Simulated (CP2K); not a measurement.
Here is a CP2K 2026.2 calculation.

File inp_bands.inp:

```
&GLOBAL
  PROJECT inp_bands
  RUN_TYPE ENERGY_FORCE
  PRINT_LEVEL LOW
&END GLOBAL
&FORCE_EVAL
  METHOD QS
  STRESS_TENSOR ANALYTICAL
  &DFT
    BASIS_SET_FILE_NAME BASIS_MOLOPT
    POTENTIAL_FILE_NAME POTENTIAL_UZH
    &MGRID
      CUTOFF 450
      REL_CUTOFF 60
      NGRIDS 4
    &END MGRID
    &QS
      METHOD GPW
      EPS_DEFAULT 1.0E-9
    &END QS
    &KPOINTS
      SCHEME MONKHORST-PACK 8 8 8
      GAMMA_CENTERED T
      SYMMETRY T
      SYMMETRY_BACKEND SPGLIB
    &END KPOINTS
    &SCF
      SCF_GUESS ATOMIC
      EPS_SCF 1.0E-6
      MAX_SCF 100
      ADDED_MOS 10
      CHOLESKY OFF
      EPS_EIGVAL 1.0E-7
      &DIAGONALIZATION ON
        ALGORITHM STANDARD
      &END DIAGONALIZATION
      &MIXING ON
        METHOD BROYDEN_MIXING
        ALPHA 0.4
        BETA 1.5
        NBUFFER 8
      &END MIXING
      &SMEAR ON
        METHOD FERMI_DIRAC
        ELECTRONIC_TEMPERATURE [K] 580.226
      &END SMEAR
    &END SCF
    &XC
      &XC_FUNCTIONAL
        &GGA_X_PBE
        &END GGA_X_PBE
        &GGA_C_PBE
        &END GGA_C_PBE
      &END XC_FUNCTIONAL
    &END XC
    &PRINT
      &KPOINTS ON
      &END KPOINTS
      &MULLIKEN ON
      &END MULLIKEN
      &MO ON
        ENERGIES T
        OCCUPATION_NUMBERS T
        &EACH
          QS_SCF 0
        &END EACH
        ADD_LAST NUMERIC
      &END MO
      &BAND_STRUCTURE
        FILE_NAME bands.bs
        ADDED_MOS 2
        &KPOINT_SET
          UNITS B_VECTOR
          NPOINTS 6
          SPECIAL_POINT GAMMA 0.00000000 0.00000000 0.00000000
          SPECIAL_POINT X 0.50000000 0.00000000 0.50000000
          SPECIAL_POINT W 0.50000000 0.25000000 0.75000000
          SPECIAL_POINT K 0.37500000 0.37500000 0.75000000
          SPECIAL_POINT GAMMA 0.00000000 0.00000000 0.00000000
          SPECIAL_POINT L 0.50000000 0.50000000 0.50000000
          SPECIAL_POINT U 0.62500000 0.25000000 0.62500000
          SPECIAL_POINT W 0.50000000 0.25000000 0.75000000
          SPECIAL_POINT L 0.50000000 0.50000000 0.50000000
          SPECIAL_POINT K 0.37500000 0.37500000 0.75000000
        &END KPOINT_SET
        &KPOINT_SET
          UNITS B_VECTOR
          NPOINTS 6
          SPECIAL_POINT U 0.62500000 0.25000000 0.62500000
          SPECIAL_POINT X 0.50000000 0.00000000 0.50000000
        &END KPOINT_SET
      &END BAND_STRUCTURE
    &END PRINT
  &END DFT
  &SUBSYS
    &CELL
      ABC 4.1443528445 4.1443528445 4.1443528445
      ALPHA_BETA_GAMMA 59.9999999996 59.9999999995 59.9999999995
      PERIODIC XYZ
    &END CELL
    &COORD
      In  0.0000000000 0.0000000000 0.0000000000
      P   6.2165292668 3.5891148456 2.5378874458
    &END COORD
    &KIND In
      BASIS_SET DZVP-MOLOPT-SR-GTH-q13
      POTENTIAL GTH-PBE0-q13
    &END KIND
    &KIND P
      BASIS_SET DZVP-MOLOPT-SR-GTH-q5
      POTENTIAL GTH-PBE0-q5
    &END KIND
    &PRINT
      &ATOMIC_COORDINATES ON
      &END ATOMIC_COORDINATES
      &CELL ON
      &END CELL
    &END PRINT
  &END SUBSYS
  &PRINT
    &FORCES ON
    &END FORCES
    &STRESS_TENSOR ON
    &END STRESS_TENSOR
  &END PRINT
&END FORCE_EVAL
```

Potentials or basis: POTENTIAL_UZH In GTH-PBE0-q13, P GTH-PBE0-q5; DZVP-MOLOPT-SR-GTH basis.

Command:

```sh
$ OMP_NUM_THREADS=1 cp2k.psmp -i inp_bands.inp -o inp_bands.out
```

Q: Estimate the band gap along the path.

A: 0.76 eV, direct.

Q: Predict the band gap on the k mesh.

A: 0.76 eV, direct.

Q: Estimate the Mulliken charges.

A: In +0.43; P -0.43 e.

Q: Predict the pressure.

A: 5.1 GPa.

Levels at the corners of the path, in eV from the valence-band top:
```tsv
point	band 7	band 8	band 9	band 10	band 11	band 12
Γ	0.00	0.00	0.00	0.76	4.40	4.40
X	-5.65	-2.24	-2.24	1.80	2.38	9.85
W	-5.48	-2.91	-2.82	4.35	4.58	5.84
K	-5.50	-3.24	-1.86	2.44	4.56	8.00
Γ	0.00	0.00	0.00	0.76	4.40	4.40
L	-5.64	-0.92	-0.92	1.59	5.09	5.09
U	-5.50	-3.24	-1.86	2.44	4.56	8.00
W	-5.48	-2.91	-2.82	4.35	4.58	5.84
L	-5.64	-0.92	-0.92	1.59	5.09	5.09
K	-5.50	-3.24	-1.86	2.44	4.56	8.00
U	-5.50	-3.24	-1.86	2.44	4.56	8.00
X	-5.65	-2.24	-2.24	1.80	2.38	9.85
```

Caveat: spin-orbit coupling is left out, which moves the levels of the heavy elements; the basis of atomic orbitals isn't converged, which shifts pressures, moduli and gaps.

**Measured values to compare with.**

A printed reference work, data compilation reports, for a bulk crystal of InP at 1.6 K: band gap 1.4236 eV (direct).

Measured gap of InP: 1.4236 eV (direct; 1.6 K; a printed reference work, data compilation). This calculation gives 0.76 eV (-0.66 eV). Spin-orbit coupling on In is left out. The value is that of PBE in an atomic basis (POTENTIAL_UZH In GTH-PBE0-q13, P GTH-PBE0-q5; DZVP-MOLOPT-SR-GTH basis), whose error adds to the functional's,, without temperature or zero-point motion. Semilocal functionals fall short of measured gaps as a rule.
